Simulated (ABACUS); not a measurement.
# NbP (I4_1md) in ABACUS: a series of runs

The runs below take NbP through equation of state, with PBE.

All numbers are computed with ABACUS 3.10.1; they aren't measurements. Logs are shortened: lines on timing, memory, paths and dates and some standing lists are left out, and cuts for length are marked.

### 1 Starting point

It takes space group I4_1md (No. 109, tetragonal). The conventional cell has a = 3.350 Å, b = 3.350 Å, c = 11.480 Å, α = 90.00°, β = 90.00°, γ = 90.00°. Nb (site symmetry 2mm) is surrounded by 6 P at 2.55 Å. Around P (site symmetry 2mm) lie 6 Nb at 2.55 Å.

The cell is a database's computed one.

### 2 Equation of state, PBE, 15.14 Å³/atom (volume scaled by 0.94)

File INPUT:

```
INPUT_PARAMETERS
suffix              NbP
calculation         scf
basis_type          lcao
pseudo_dir          ./
orbital_dir         ./
symmetry            1
dft_functional      pbe
ecutwfc             100
pseudo_rcut         10
nspin               1
nbands              22
ks_solver           genelpa
smearing_method     fd
smearing_sigma      0.00367493
scf_thr             1e-07
scf_nmax            100
mixing_type         broyden
mixing_beta         0.7
cal_force           1
cal_stress          1
out_mul             1
```

File STRU:

```
ATOMIC_SPECIES
Nb 92.9064 Nb.upf
P 30.9738 P.upf

NUMERICAL_ORBITAL
Nb_confined-atom_7au_3s2p2d1f.orb
P_confined-atom_7au_2s2p1d.orb

LATTICE_CONSTANT
1.8897261246

LATTICE_VECTORS
-1.6407315532 1.6407315532 5.6229302316
1.6407315532 -1.6407315532 5.6229302316
1.6407315532 1.6407315532 -5.6229302316

ATOMIC_POSITIONS
Direct

Nb
0.0
2
0.2498808000 0.7498808000 0.5000000000 1 1 1
0.4998808000 0.4998808000 0.0000000000 1 1 1

P
0.0
2
0.8327477700 0.3327477700 0.5000000000 1 1 1
0.0827477700 0.0827477700 0.0000000000 1 1 1
```

File KPT:

```
K_POINTS
0
Gamma
11 11 11 0 0 0
```

Potentials or basis: PseudoDojo NC SR 0.4.1 PBE standard, DZP LCAO (the cutoffs set its grid).

Command:

```bash
$ OMP_NUM_THREADS=1 mpirun -np 4 abacus > log
```

running log:

```text
ABACUS v3.10.1

               Atomic-orbital Based Ab-initio Computation at UStc

 ------------------------------------------------------------------------------------

 READING GENERAL INFORMATION
                           global_out_dir = OUT.NbP/
                           global_in_card = INPUT
                               pseudo_dir = ./
                              orbital_dir = ./
                                    DSIZE = 4
                                    GSIZE = 1

 READING UNITCELL INFORMATION
                                    ntype = 2
                  lattice constant (Bohr) = 1.88973
              lattice constant (Angstrom) = 1

 READING ATOM TYPE 1
                               atom label = Nb
                      L=0, number of zeta = 3
                      L=1, number of zeta = 2
                      L=2, number of zeta = 2
                      L=3, number of zeta = 1
             number of atom for this type = 2

 READING ATOM TYPE 2
                               atom label = P
                      L=0, number of zeta = 2
                      L=1, number of zeta = 2
                      L=2, number of zeta = 1
             number of atom for this type = 2

                        TOTAL ATOM NUMBER = 4
DIRECT COORDINATES
    atom                   x                   y                   z     mag                  vx                  vy                  vz
taud_Nb1            0.2498808000        0.7498808000        0.5000000000  0.0000        0.0000000000        0.0000000000        0.0000000000
taud_Nb2            0.4998808000        0.4998808000        0.0000000000  0.0000        0.0000000000        0.0000000000        0.0000000000
taud_P1            0.8327477700        0.3327477700        0.5000000000  0.0000        0.0000000000        0.0000000000        0.0000000000
taud_P2            0.0827477700        0.0827477700        0.0000000000  0.0000        0.0000000000        0.0000000000        0.0000000000

                          Volume (Bohr^3) = 408.596
                             Volume (A^3) = 60.5476

 Lattice vectors: (Cartesian coordinate: in unit of a_0)
             -1.64073            +1.64073            +5.62293
             +1.64073            -1.64073            +5.62293
             +1.64073            +1.64073            -5.62293
 Reciprocal vectors: (Cartesian coordinate: in unit of 2 pi/a_0)
                   +0           +0.304742          +0.0889216
            +0.304742                  +0          +0.0889216
            +0.304742           +0.304742                  +0
 The esolver type has been set to : ksdft_lcao

                PAO radial cut off (Bohr) = 10

 Read in pseudopotential file is Nb.upf
                     pseudopotential type = NC
          exchange-correlation functional = PBE
                 nonlocal core correction = 1
[... 215 lines left out ...]
                        Radius(unit:lat0) = 9.25
                                   glayer = [ 4, 4, 5 ]
                             glayer_minus = [ 3, 3, 4 ]

Find the coordinate range of the input atom(unit:lat0).
                                  min_tau = [ -16.4, -16.4, -55.3 ]
                                  max_tau = [ 18, 18, 61.9 ]
                                BoxNumber = [ 7, 7, 9 ]

 SETUP EXTENDED REAL SPACE GRID FOR GRID INTEGRATION
                          real space grid = [ 75, 75, 75 ]
                 big cell numbers in grid = [ 15, 15, 15 ]
             meshcell numbers in big cell = [ 5, 5, 5 ]
                        extended fft grid = [ 18, 18, 24 ]
                dimension of extened grid = [ 52, 52, 64 ]
                            UnitCellTotal = 125
              Atom number in sub-FFT-grid = 4
    Local orbitals number in sub-FFT-grid = 78
                                ParaV.nnr = 53499
                                 init_chg = atomic

 LCAO ALGORITHM --------------- ION=   1  ELEC=   1--------------------------------

 Density error is 0.106312846157
----------------------------------------------------------
     Energy           Rydberg                 eV
----------------------------------------------------------
 E_KohnSham     -276.8977746930      -3767.3874993455
 E_Harris       -283.5670891938      -3858.1281783094
 E_Fermi        1.2394692105         16.8638437581
----------------------------------------------------------
[... 91 lines left out ...]
 Density error is 2.54924341491e-08
----------------------------------------------------------
     Energy           Rydberg                 eV
----------------------------------------------------------
 E_KohnSham     -277.1081642508      -3770.2499961310
 E_KS(sigma->0) -277.1079624225      -3770.2472501162
 E_Harris       -277.1081659526      -3770.2500192849
 E_band         -7.6712833765        -104.3731648932
 E_one_elec     -34.1148959429       -464.1569715007
 E_Hartree      37.7480518195        513.5885931440
 E_xc           -60.9131080098       -828.7653518222
 E_Ewald        -219.8278084610      -2990.9107739226
 E_entropy(-TS) -0.0004036566        -0.0054920296
 E_descf        0.0000000000         0.0000000000
 E_exx          0.0000000000         0.0000000000
 E_Fermi        1.1826440723         16.0906980885
----------------------------------------------------------

 charge density convergence is achieved
 final etot is -3770.2499961 eV
 EFERMI = 16.090698089 eV

 STATE ENERGY(eV) AND OCCUPATIONS    NSPIN == 1
 1/126 kpoint (Cartesian) = 0.0000 0.0000 0.0000 (1730 pws)
       1       -38.7220     0.00150263
       2       -38.6727     0.00150263
       3       -15.0797     0.00150263
       4       -14.8141     0.00150263
       5       -14.8141     0.00150263
       6       -14.6399     0.00150263
[... 134 lines left out ...]
      21        18.7622    7.50639e-26
      22        18.8476    1.36015e-26

[... levels at 120 further k points ...]

 correction force for each atom along direction 1 is -0.0174108
 correction force for each atom along direction 2 is -0.00640417
 correction force for each atom along direction 3 is 5.28563e-07
------------------------------------------------------------------------------------------
 TOTAL-FORCE (eV/Angstrom)
------------------------------------------------------------------------------------------
                       Nb1         0.0000000000         0.0000000000         0.0429692039
                       Nb2         0.0000000000         0.0000000000         0.0429692039
                        P1         0.0000000000         0.0000000000        -0.0429692039
                        P2         0.0000000000         0.0000000000        -0.0429692039
------------------------------------------------------------------------------------------

----------------------------------------------------------------
 TOTAL-STRESS (KBAR)
----------------------------------------------------------------
       141.7616171338         0.0000000000         0.0000000000
         0.0000000000       141.7616171338        -0.0000000000
        -0.0000000000        -0.0000000000       115.2506122899
----------------------------------------------------------------
 TOTAL-PRESSURE: 132.924616 KBAR

 --------------------------------------------
 !FINAL_ETOT_IS -3770.2499961309758874 eV
 --------------------------------------------
```

mulliken.txt:

```text
 0
CALCULATE THE MULLIkEN ANALYSIS FOR EACH ATOM
 Total charge:	36
Decomposed Mulliken populations
0                             Zeta of Nb              Spin 1
[... 73 lines left out ...]

fz^3                                   0              0.0229
fxz^2                                  0              0.0227
fyz^2                                  0              0.0217
fzx^2-zy^2                             0              0.0286
fxyz                                   0              0.0307
fx^3-3*xy^2                            0              0.0292
f3yx^2-y^3                             0              0.0241
SUM OVER M                                            0.1799
SUM OVER M+Zeta                                       0.1799

SUM OVER M+Zeta+L                                    12.7810

Total Charge on atom:                 Nb             12.7810
[... 53 lines left out ...]
SUM OVER M+Zeta+L                                     5.2718

Total Charge on atom:                  P              5.2718
```

It took 20 s on 4 MPI ranks of AMD EPYC 9B14 (Zen 4), shared host; peak memory 0.6 GiB.

What came out:

- Free energy: -3770.2500 eV
- Pressure: 13.3 GPa
- Largest force: 0.043 eV/Å
- Band gap on the k mesh: none (metal or under the smearing width)
- Mulliken charges: Nb +0.27, +0.22; P -0.22, -0.27 e

Caveat: the atomic orbitals were generated for these runs and aren't a published set; Mulliken charges move with the basis; the basis of atomic orbitals isn't converged, which shifts pressures, moduli and gaps.

### 3 Equation of state, PBE, 15.46 Å³/atom (volume scaled by 0.96)

INPUT is that of step 2.

Changes to STRU since step 2:

```diff
@@ -12,5 +12,5 @@
 LATTICE_VECTORS
--1.6407315532 1.6407315532 5.6229302316
-1.6407315532 -1.6407315532 5.6229302316
-1.6407315532 1.6407315532 -5.6229302316
+-1.6522863814 1.6522863814 5.6625296365
+1.6522863814 -1.6522863814 5.6625296365
+1.6522863814 1.6522863814 -5.6625296365
```

KPT is that of step 2.

Potentials or basis: PseudoDojo NC SR 0.4.1 PBE standard, DZP LCAO (the cutoffs set its grid).

Command:

```bash
$ OMP_NUM_THREADS=1 mpirun -np 4 abacus > log
```

It took 20 s on 4 MPI ranks of AMD EPYC 9B14 (Zen 4), shared host; peak memory 0.56 GiB.

The run converged. Its results:

```yaml
Free_energy: -3770.3369 eV
Pressure: 8.4 GPa
Largest_force: 0.035 eV/Å
Band_gap_on_the_k_mesh: none (metal or under the smearing width)
Mulliken_charges: Nb +0.27, +0.22; P -0.21, -0.27 e
```

Caveat: the atomic orbitals were generated for these runs and aren't a published set; Mulliken charges move with the basis; the basis of atomic orbitals isn't converged, which shifts pressures, moduli and gaps.

### 4 Equation of state, PBE, 15.78 Å³/atom (volume scaled by 0.98)

INPUT is that of step 3.

Changes to STRU since step 3:

```diff
@@ -12,5 +12,5 @@
 LATTICE_VECTORS
--1.6522863814 1.6522863814 5.6625296365
-1.6522863814 -1.6522863814 5.6625296365
-1.6522863814 1.6522863814 -5.6625296365
+-1.6636818200 1.6636818200 5.7015827992
+1.6636818200 -1.6636818200 5.7015827992
+1.6636818200 1.6636818200 -5.7015827992
```

KPT is that of step 3.

Command:

```bash
$ OMP_NUM_THREADS=1 mpirun -np 4 abacus > log
```

Run time: 19 s. Hardware: 4 MPI ranks of AMD EPYC 9B14 (Zen 4), shared host; peak memory 0.6 GiB.

Results (log left out):

- Free energy: -3770.3865 eV
- Pressure: 4.0 GPa
- Largest force: 0.027 eV/Å
- Band gap on the k mesh: none (metal or under the smearing width)
- Mulliken charges: Nb +0.27, +0.21; P -0.21, -0.28 e

Caveat: the atomic orbitals were generated for these runs and aren't a published set; Mulliken charges move with the basis; the basis of atomic orbitals isn't converged, which shifts pressures, moduli and gaps.

### 5 Equation of state, PBE, 16.10 Å³/atom

INPUT is that of step 4.

Changes to STRU since step 4:

```diff
@@ -12,5 +12,5 @@
 LATTICE_VECTORS
--1.6636818200 1.6636818200 5.7015827992
-1.6636818200 -1.6636818200 5.7015827992
-1.6636818200 1.6636818200 -5.7015827992
+-1.6749232544 1.6749232544 5.7401081759
+1.6749232544 -1.6749232544 5.7401081759
+1.6749232544 1.6749232544 -5.7401081759
```

KPT is that of step 4.

Command:

```bash
$ OMP_NUM_THREADS=1 mpirun -np 4 abacus > log
```

Run time: 20 s. Hardware: 4 MPI ranks of AMD EPYC 9B14 (Zen 4), shared host; peak memory 0.6 GiB.

It converged, with:

```
Free energy            : -3770.4027 eV
Pressure               : 0.1 GPa
Largest force          : 0.020 eV/Å
Band gap on the k mesh : none (metal or under the smearing width)
Mulliken charges       : Nb +0.27, +0.21; P -0.21, -0.28 e
```

Caveat: the atomic orbitals were generated for these runs and aren't a published set; Mulliken charges move with the basis; the basis of atomic orbitals isn't converged, which shifts pressures, moduli and gaps.

### 6 Equation of state, PBE, 16.43 Å³/atom (volume scaled by 1.02)

INPUT is that of step 5.

Changes to STRU since step 5:

```diff
@@ -12,5 +12,5 @@
 LATTICE_VECTORS
--1.6749232544 1.6749232544 5.7401081759
-1.6749232544 -1.6749232544 5.7401081759
-1.6749232544 1.6749232544 -5.7401081759
+-1.6860157846 1.6860157846 5.7781232452
+1.6860157846 -1.6860157846 5.7781232452
+1.6860157846 1.6860157846 -5.7781232452
```

KPT is that of step 5.

Potentials or basis: PseudoDojo NC SR 0.4.1 PBE standard, DZP LCAO (the cutoffs set its grid).

Command:

```bash
$ OMP_NUM_THREADS=1 mpirun -np 4 abacus > log
```

It took 20 s on 4 MPI ranks of AMD EPYC 9B14 (Zen 4), shared host; peak memory 0.6 GiB.

It converged, with:

```yaml
Free_energy: -3770.3887 eV
Pressure: -3.5 GPa
Largest_force: 0.013 eV/Å
Band_gap_on_the_k_mesh: none (metal or under the smearing width)
Mulliken_charges: Nb +0.28, +0.21; P -0.21, -0.28 e
```

Caveat: the atomic orbitals were generated for these runs and aren't a published set; Mulliken charges move with the basis; the basis of atomic orbitals isn't converged, which shifts pressures, moduli and gaps.

### 7 Equation of state, PBE, 16.75 Å³/atom (volume scaled by 1.04)

INPUT is that of step 6.

Changes to STRU since step 6:

```diff
@@ -12,5 +12,5 @@
 LATTICE_VECTORS
--1.6860157846 1.6860157846 5.7781232452
-1.6860157846 -1.6860157846 5.7781232452
-1.6860157846 1.6860157846 -5.7781232452
+-1.6969642459 1.6969642459 5.8156445774
+1.6969642459 -1.6969642459 5.8156445774
+1.6969642459 1.6969642459 -5.8156445774
```

KPT is that of step 6.

Command:

```bash
$ OMP_NUM_THREADS=1 mpirun -np 4 abacus > log
```

Wall time 19 s (4 MPI ranks of AMD EPYC 9B14 (Zen 4), shared host); peak memory 0.6 GiB.

Results (log left out):

* Free energy: -3770.3477 eV
* Pressure: -6.7 GPa
* Largest force: 0.007 eV/Å
* Band gap on the k mesh: none (metal or under the smearing width)
* Mulliken charges: Nb +0.28, +0.21; P -0.21, -0.29 e

Caveat: the atomic orbitals were generated for these runs and aren't a published set; Mulliken charges move with the basis; the basis of atomic orbitals isn't converged, which shifts pressures, moduli and gaps.

### 8 Equation of state, PBE, 17.07 Å³/atom (volume scaled by 1.06)

INPUT is that of step 7.

Changes to STRU since step 7:

```diff
@@ -12,5 +12,5 @@
 LATTICE_VECTORS
--1.6969642459 1.6969642459 5.8156445774
-1.6969642459 -1.6969642459 5.8156445774
-1.6969642459 1.6969642459 -5.8156445774
+-1.7077732268 1.7077732268 5.8526878982
+1.7077732268 -1.7077732268 5.8526878982
+1.7077732268 1.7077732268 -5.8526878982
```

KPT is that of step 7.

Command:

```bash
$ OMP_NUM_THREADS=1 mpirun -np 4 abacus > log
```

It took 20 s on 4 MPI ranks of AMD EPYC 9B14 (Zen 4), shared host; peak memory 0.6 GiB.

Results (log left out):

```yaml
Free_energy: -3770.2823 eV
Pressure: -9.5 GPa
Band_gap_on_the_k_mesh: none (metal or under the smearing width)
Mulliken_charges: Nb +0.29, +0.21; P -0.21, -0.29 e
```

Caveat: the atomic orbitals were generated for these runs and aren't a published set; Mulliken charges move with the basis; the basis of atomic orbitals isn't converged, which shifts pressures, moduli and gaps.

### 9 Equation of state, PBE

Potentials or basis: PseudoDojo NC SR 0.4.1 PBE standard, DZP LCAO (the cutoffs set its grid).

No new run: the results of the series are fitted here.

Results:

```yaml
Equilibrium_volume: 16.11 Å³/atom
Bulk_modulus_at_fixed_shape_and_positions: 187 GPa
Pressure_derivative_of_the_bulk_modulus: 4.3
```

Energy against volume, from the lowest point:
| volume (Å³/atom) | energy (meV/atom) |
| --- | --- |
| 15.137 | 38.17 |
| 15.459 | 16.45 |
| 15.781 | 4.04 |
| 16.103 | 0.00 |
| 16.425 | 3.49 |
| 16.747 | 13.75 |
| 17.069 | 30.09 |

Caveat: the atomic orbitals were generated for these runs and aren't a published set; the cell was scaled at fixed shape and fractional positions, which overstates the stiffness of a crystal with free parameters, most of all of layers and chains; the basis of atomic orbitals isn't converged, which shifts pressures, moduli and gaps.
